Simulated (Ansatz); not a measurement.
Method: DFT PBE, scalar-relativistic, plane waves, PAW in Ansatz 0.2.0. Settings: cutoff 420 eV, Γ-centred meshes spaced at most about 0.3 Å⁻¹, and about 0.25 Å⁻¹ or finer for metals (2π included), Gaussian smearing. No spin polarisation.

All energies are static (0 K, no zero-point motion).

Task: Order these relaxed structures of Cd6Te by energy, lowest first, with the energy over the lowest of them.
A.

```
CELL_PARAMETERS angstrom
8.65440 0.00000 0.00000
-4.32720 7.49493 0.00000
0.00000 0.00000 3.02817
ATOMIC_POSITIONS crystal
Cd 0.78544 0.21456 0.50000
Cd 0.78544 0.57088 0.50000
Cd 0.42912 0.21456 0.50000
Cd 0.21456 0.78544 0.50000
Cd 0.21456 0.42912 0.50000
Cd 0.57088 0.78544 0.50000
Te 0.00000 0.00000 0.50000
```

B.

```
CELL_PARAMETERS angstrom
4.50136 0.00000 0.00000
0.00000 4.50136 0.00000
0.00000 0.00000 8.94107
ATOMIC_POSITIONS crystal
Cd 0.00000 0.50000 0.74804
Cd 0.00000 0.00000 0.50000
Cd 0.50000 0.00000 0.74804
Cd 0.00000 0.50000 0.25196
Cd 0.50000 0.50000 0.50000
Cd 0.50000 0.00000 0.25196
Te 0.00000 0.00000 0.00000
```

Result: B (0 meV/atom), A (127 meV/atom). Forms: B P4/mmm; A P6/mmm. Counting Cd atoms around Te (those within 1.25 times the shortest such distance or 1.15 times the sum of covalent radii): B has Te 8; A has Te 6. A holds Te–Te chains (shortest 3.03 Å); in B the shortest Te–Te distance is 4.50 Å. Both come from invented guesses.

Spin–orbit coupling, which can matter for Te, is left out. Cells relaxed within their symmetry can be saddle points. Some types were kept out of the candidates beforehand, so the set may lack a known form.
